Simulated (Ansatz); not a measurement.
**W in Ansatz: the effect of functional**

The system is W.

```
W
1.0
    -1.55004    1.55004    1.55004
     1.55004   -1.55004    1.55004
     1.55004    1.55004   -1.55004
W
1
Cartesian
  0.0000 0.0000 0.0000
```

The cell isn't the ideal one: volume scaled by 0.94.

Alike in all runs:

* Program: Ansatz 0.2.0
* Task: single point
* Potentials or basis: Ansatz PAW
* k mesh: 12 × 12 × 12
* Occupations: fermi-dirac, width 0.05 eV
* Spin: no spin polarisation

| functional | cutoff | pressure (GPa) |
| --- | --- | --- |
| LDA | 420 eV (not typed: the program's choice for these potentials) | ? |
| r2SCAN | 500 eV (not typed: the program's choice for these potentials) | 24.0 |
| PBE | 420 eV (not typed: the program's choice for these potentials) | 28.2 |

Q: What does the run with functional LDA give?

A: Pressure 11.5 GPa.

Caveats: the PAW data sets come from PBE, with cores solved anew for the run's functional, which leaves a small shift of forces and pressure (some runs).
